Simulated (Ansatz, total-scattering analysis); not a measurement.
# From S(Q) to neighbour shells

The sample: Al2O3 (Al 40.0, O 60.0 atom %) at 2500 K, fixed volume (mean pressure 2.0 GPa), ρ₀ = 0.0842 Å⁻³. The data come from ab initio molecular dynamics with Ansatz (PBE, plane waves, PAW set soft_1, Langevin thermostat, no spin, fixed volume). The average runs over 3.4 ps of 120 atoms, so shells between rare elements are rough. Mean temperature 2485 K, largest m.s.d. 4.73 Å², energy drift -10 meV an atom (last third less first, no steady trend), Langevin friction 2 ps⁻¹; the first quarter of the run is discarded. Start: last frame of a classical run of this cell at the same density and temperature. It is a liquid.

The totals are in Faber–Ziman form. Below 4 Å⁻¹ the partials are summed on the cell's own reciprocal vectors (from 0.56 Å⁻¹) and folded with a Gaussian of σ = 0.12 Å⁻¹; above it they are transforms of g(r) out to 7.6 Å, tapered over the last 40 %. The fold lowers sharp peaks, and with so few vectors their positions are good to about 0.1 Å⁻¹. X-rays take neutral-atom form factors, neutrons coherent lengths (Al 3.449, O 5.8037 fm). G(r) = 4πrρ₀[g(r) − 1] carries the resolution of a Lorch-windowed transform up to 20 Å⁻¹. The patterns are simulated, not measured. The cell is small: beyond half the box only the part of each shell inside it is counted, and low-Q values rest on few vectors.

```tsv
Q (Å⁻¹)	X-ray	neutron
0.6	0.09	0.08
0.9	0.19	0.15
1.2	0.27	0.20
1.5	0.42	0.30
1.8	0.62	0.42
2.1	0.80	0.53
2.4	0.79	0.78
2.7	0.72	1.21
3.0	0.76	1.02
3.3	0.79	0.85
3.6	0.96	0.89
3.9	1.18	1.03
4.2	1.34	1.17
4.5	1.40	1.26
4.8	1.26	1.25
5.1	1.00	1.11
5.4	0.81	0.93
5.7	0.77	0.82
6.0	0.82	0.80
6.3	0.89	0.85
6.6	0.94	0.92
6.9	1.01	1.01
7.2	1.08	1.08
7.5	1.12	1.12
7.8	1.11	1.11
8.1	1.08	1.07
8.4	1.02	1.02
8.7	0.98	0.98
9.0	0.95	0.95
9.3	0.93	0.94
9.6	0.94	0.94
9.9	0.95	0.96
10.2	0.98	0.99
10.5	1.01	1.01
10.8	1.03	1.03
11.1	1.04	1.04
11.4	1.04	1.03
11.7	1.03	1.02
12.0	1.01	1.01
```

G(r):

```
r (Å)  X-ray  neutron
  1.0  -1.07    -1.05
  1.1  -1.17    -1.16
  1.2  -1.24    -1.26
  1.3  -1.33    -1.37
  1.4  -1.40    -1.45
  1.5  -1.13    -1.24
  1.6  -0.10    -0.39
  1.7   1.34     0.78
  1.8   2.15     1.44
  1.9   1.81     1.11
  2.0   0.68     0.14
  2.1  -0.40    -0.76
  2.2  -1.04    -1.20
  2.3  -1.33    -1.18
  2.4  -1.33    -0.81
  2.5  -1.14    -0.26
  2.6  -0.82     0.26
  2.7  -0.42     0.66
  2.8  -0.01     0.91
  2.9   0.33     0.99
  3.0   0.55     0.90
  3.1   0.68     0.69
  3.2   0.71     0.42
  3.3   0.64     0.16
  3.4   0.46    -0.06
  3.5   0.24    -0.23
  3.6   0.01    -0.36
  3.7  -0.17    -0.45
  3.8  -0.25    -0.47
  3.9  -0.22    -0.43
  4.0  -0.12    -0.36
  4.1   0.02    -0.26
  4.2   0.15    -0.13
  4.3   0.24    -0.01
  4.4   0.24     0.05
  4.5   0.17     0.07
  4.6   0.07     0.08
  4.7  -0.02     0.11
  4.8  -0.07     0.16
  4.9  -0.10     0.22
  5.0  -0.12     0.26
  5.1  -0.12     0.29
  5.2  -0.07     0.30
  5.3  -0.01     0.30
  5.4   0.02     0.26
  5.5   0.02     0.19
  5.6   0.01     0.09
  5.7   0.01     0.00
  5.8   0.01    -0.07
  5.9   0.01    -0.12
  6.0   0.01    -0.16
```

Q: Assign the low-r maxima. Which coordination numbers can be read off, and what are they?

Each pair enters with the weight ci cj fi fj (2 − δij)/⟨f⟩², taking f = Z for X-rays at Q = 0: O–O 0.23 / 0.51; Al–O 0.50 / 0.41; Al–Al 0.27 / 0.08 (X-ray / neutron).

| radiation | maximum (Å) | G (Å⁻²) | pairs that make it (share of the curvature of G, each pair at the same resolution) |
| --- | --- | --- | --- |
| X-ray | 1.82 | 2.20 | Al–O 100 % |
| X-ray | 3.19 | 0.71 | Al–Al 95 % |
| X-ray | 4.35 | 0.25 | Al–O 85 %, Al–Al 15 % |
| neutron | 1.82 | 1.47 | Al–O 100 % |
| neutron | 2.90 | 0.99 | O–O 89 %, Al–Al 11 % |

Where a peak stands clear its area gives a rough count; most overlap. The maxima can be assigned, but 2 totals can't separate 3 partials, so the counts below come from the model itself.

From the coordinates:

| pair | first peak (Å) | g there | first minimum (Å) | g there | neighbours |
| --- | --- | --- | --- | --- | --- |
| Al–O | 1.79 | 5.3 | 2.64 | 0.29 | 4.7 O per Al, 3.1 Al per O |
| O–O | 2.84 | 2.2 | 4.06 | 0.61 | 13.2 |
| Al–Al | 3.19 | 2.2 | 4.12 | 0.61 | 9.5 |

Bonded neighbours (only these pairs count: cutoffs Al–O 2.64 Å): Al: 3 0.6 %, 4 40 %, 5 47 %, 6 12 %; O: 2 8.4 %, 3 70 %, 4 21 %, 5 0.9 %. For Al–O g doesn't fall to zero at the cutoff, so those shares hang on where it is put. Oxygen by network formers bound (Si, B, P, Ge and Al count): two 8.4 %, three or more 92 %. O–Al–O peak at 88° and Al–O–Al peak at 100°. These counts come from 15 frames.

Unlike atoms are nearest: the pair functions peak at 1.79 Å (Al–O) and 2.84 Å (O–O). The ratio of these peaks, 1.59 (±0.04), compares with 1.73 for a triangle, 1.63 for a tetrahedron and 1.41 for an octahedron, and Al has 4.7 anions. The weights that differ most between the probes (X-ray, neutron): O–O 0.23 and 0.51, Al–Al 0.27 and 0.08 and Al–O 0.50 and 0.41. At 2.71 Å⁻¹ neutrons show a peak (1.21) where X-rays give 0.72: term by term, w(S − 1) with f = Z as a rough X-ray weight: O–O +0.96 against +0.43, Al–Al +0.10 against +0.34 and Al–O -0.85 against -1.05 (neutron against X-ray).

[Logs are printed without paths, hosts, clocks, repeated set-up lines and the standing remarks that a program may print on its own settings, such as how far it seeks lower states.]
